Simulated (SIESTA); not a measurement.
HgTe (Coloradoite):

```
CELL_PARAMETERS angstrom
0.00000 3.21450 3.21450
3.21450 0.00000 3.21450
3.21450 3.21450 0.00000
ATOMIC_POSITIONS crystal
Hg 0.00000 0.00000 0.00000
Te 0.75000 0.75000 0.75000
```

Program: SIESTA 5.4.2. Alike in all runs: task band structure; no spin polarisation; cell as given; k mesh 7 × 7 × 7; smearing fermi-dirac 0.05 eV; grid cutoff 800 Ry.

Task: Order these runs on this cell by their pressure, lowest first.
A. level PBEJsJrLO; potentials or basis PseudoDojo 0.4 standard (PBE files), DZP (energy shift 0.002 Ry); energy shift 0.002 Ry
B. level PBE; potentials or basis PseudoDojo 0.4 standard (PBE files), SZP (energy shift 0.005 Ry); energy shift 0.005 Ry
C. level VV10; potentials or basis PseudoDojo 0.4 standard (PBE files), DZP (energy shift 0.002 Ry); energy shift 0.002 Ry
D. level PBE; potentials or basis PseudoDojo 0.4 standard (PBE files), SZP (energy shift 0.002 Ry); energy shift 0.002 Ry
E. level LDA; potentials or basis PseudoDojo 0.4 standard (LDA files), DZP (energy shift 0.002 Ry); energy shift 0.002 Ry

Result: B (-4.6 GPa), D (-1.1 GPa), E (1.4 GPa), A (4.3 GPa), C (6.2 GPa).

Caveats: the basis of atomic orbitals isn't converged, which shifts pressures, moduli and gaps; semicore shells carry a single zeta, which can move pressures by several GPa and volumes by a few percent (some runs); short orbitals over semicore shells can move pressures by several GPa (some runs); the potentials were made for another functional, which shifts forces and pressure (some runs).
